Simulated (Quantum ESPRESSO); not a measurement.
Write an ASE script for Quantum ESPRESSO 7.5 that does the following.

| Property | Result |
| --- | --- |
| Task | single point |
| Functional | PBE |
| Potentials or basis | SSSP 1.3 efficiency PBE |
| Cutoff | 748 eV |
| Density cutoff | 5987 eV |
| k mesh | 13 × 13 × 13 |
| Occupations | fermi-dirac, width 0.05 eV |
| Spin | no spin polarisation |
| Mixing beta | 0.5 |
| Most SCF iterations | 120 |
| SCF threshold | 2e-10 Ry |

The structure of Cu lies in POSCAR:

```
Cu
1.0
    0.0000000000      1.8075000000      1.8075000000
    1.8075000000      0.0000000000      1.8075000000
    1.8075000000      1.8075000000      0.0000000000
Cu
1
Direct
    0.0000000000      0.0000000000      0.0000000000
```

These files were run (other wordings do the same):

run.py

```python
import numpy as np
from ase.calculators.espresso import Espresso, EspressoProfile
from ase.io import read

atoms = read('POSCAR')

input_data = {
    'control': {'calculation': 'scf', 'prefix': 'pwscf', 'outdir': './tmp', 'tprnfor': True, 'tstress': True, 'disk_io': 'nowf'},
    'system': {'ecutwfc': 55.0, 'ecutrho': 440.0, 'nbnd': 11, 'occupations': 'smearing', 'smearing': 'fd', 'degauss': 0.00367493},
    'electrons': {'conv_thr': 2e-10, 'electron_maxstep': 120, 'mixing_beta': 0.5},
}
pseudopotentials = {'Cu': 'Cu.paw.z_11.ld1.psl.v1.0.0-low.upf'}
profile = EspressoProfile(command='pw.x', pseudo_dir='pseudo')
dft = Espresso(profile=profile, input_data=input_data, pseudopotentials=pseudopotentials, kpts=(13, 13, 13), koffset=(0, 0, 0))
atoms.calc = dft

print(f'energy {atoms.get_potential_energy():.8f} eV')
print('forces (eV/A)')
print(np.round(atoms.get_forces(), 6))
print('stress (eV/A^3, Voigt)')
print(np.round(atoms.get_stress(), 8))
print(f'Fermi level {dft.get_fermi_level():.4f} eV')
```

Potentials or basis: SSSP 1.3 efficiency PBE.

Run with:

```sh
$ OMP_NUM_THREADS=1 python run.py
```

It gave:

| Item | Value |
| --- | --- |
| Pressure | 1.2 GPa |
| Band gap on the k mesh | none (metal or under the smearing width) |

Run time: 8.8 s on 1 thread of Intel(R) Xeon(R) 6975P-C (Granite Rapids), on a shared host, peak memory 0.09 GiB.
